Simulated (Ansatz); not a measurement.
A 2-atom cell of LiH started from a crystallographic database with hydrogen sites as listed, relaxed with r2SCAN+rVV10: it is cubic, Fm-3m (No. 225); a = 3.997 Å in the conventional setting, 7.98 Å³ an atom. Li is surrounded by 6 H at 2.00 Å; H is surrounded by 6 Li at 2.00 Å. One-shot G0W0@PBE in the PAW code Ansatz on a 6×6×6 mesh (contour deformation, no spin-orbit coupling), from a PBE gap of 2.977 eV over the mesh points (the G0W0 gap is direct on the mesh); the number N of bands summed and the screening cutoff rise together. No spin polarisation and no zero-point or thermal motion.

| N | cutoff (eV) | 1000/N | G0W0 gap (eV) |
| --- | --- | --- | --- |
| 27 | 80 | 37.037 | 4.652 |
| 62 | 140 | 16.129 | 4.786 |

Question: Lay a straight line in 1000/N through these rows.

Answer: The slope is -0.0064 eV per unit of 1000/N and the intercept 4.889 eV.

Question: Predict the gap at N = 112 (210 eV).

Answer: 4.889 + (-0.0064) × 8.929 = 4.832 eV; the run gives 4.848 eV, +0.016 eV from the line.

Question: With that run's result added, what limit do the last two rows suggest?

Answer: Their slope is (4.848 − 4.786)/(8.929 − 16.129) = -0.0086, which meets 1/N = 0 at 4.92 eV, against 4.889 eV from the first line. The slope steepens, so 1/N isn't yet asymptotic and the true limit probably lies higher still; the k mesh isn't extrapolated.
